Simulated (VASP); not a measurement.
**IrO2: single point with PBE**

Crystal: IrO2.

```
Ir O
1.0
     4.52970    0.00000    0.00000
     0.00000    4.52970    0.00000
     0.00000    0.00000    3.17875
Ir O
2 4
Direct
  0.00000 0.00000 0.00000
  0.50000 0.50000 0.50000
  0.30827 0.30827 0.00000
  0.19173 0.80827 0.50000
  0.69173 0.69173 0.00000
  0.80827 0.19173 0.50000
```

- Program: VASP 6.6.1
- Task: single point
- Functional: PBE
- Potentials or basis: VASP PAW PBE potentials, release 64 (Ir, O)
- Cutoff: 520 eV
- k mesh: 6 × 6 × 10
- Occupations: gaussian, width 0.05 eV
- Spin: no spin polarisation
- Dipole correction: no
- Further INCAR settings: ALGO = Normal; EDIFF = 1e-06; NBANDS = 30

The pressure is 2.3 GPa. The largest force is 0.005 eV/Å. The band gap on the k mesh is none (metal or under the smearing width).

Forces in eV/Å, atoms in the order of the input:
```
Ir   0.000  0.000  0.000
Ir   0.000  0.000  0.000
O   -0.004 -0.004  0.000
O    0.004 -0.004  0.000
O    0.004  0.004  0.000
O   -0.004  0.004  0.000
```

Stress tensor (GPa, compression positive):
```
1.99 0.00 0.00
0.00 1.99 0.00
0.00 0.00 2.82
```

Levels at points of the mesh, in eV from the Fermi level:
| k point | band 17 | band 18 | band 19 | band 20 | band 21 | band 22 | band 23 | band 24 | band 25 | band 26 |
| --- | --- | --- | --- | --- | --- | --- | --- | --- | --- | --- |
| (0.00, 0.00, 0.00) | -2.36 | -2.36 | -2.30 | -2.20 | -2.15 | 0.69 | 1.21 | 4.07 | 4.07 | 4.13 |
| (0.50, 0.00, 0.00) | -1.61 | -1.61 | -1.26 | -1.26 | -0.27 | -0.27 | 3.51 | 3.51 | 3.52 | 3.52 |
| (0.50, 0.50, 0.00) | -2.44 | -2.44 | -2.32 | -2.32 | 0.21 | 0.21 | 2.40 | 2.40 | 4.06 | 4.06 |
| (0.00, 0.00, 0.50) | -1.84 | -1.84 | -0.67 | -0.67 | 0.27 | 0.27 | 2.23 | 2.23 | 2.69 | 2.69 |
| (0.50, 0.00, 0.50) | -2.68 | -2.68 | -1.73 | -1.73 | 0.53 | 0.53 | 1.07 | 1.07 | 4.47 | 4.47 |
| (0.50, 0.50, 0.50) | -1.75 | -1.75 | -1.17 | -1.17 | -0.46 | -0.46 | 2.18 | 2.18 | 3.15 | 3.15 |

Wall time 67 s on 1 thread of Intel(R) Xeon(R) Platinum 8259CL CPU @ 2.50GHz (Skylake/Cascade Lake) (shared host), peak memory 0.24 GiB.

The run has no spin-orbit coupling, so splittings on Ir are missing.
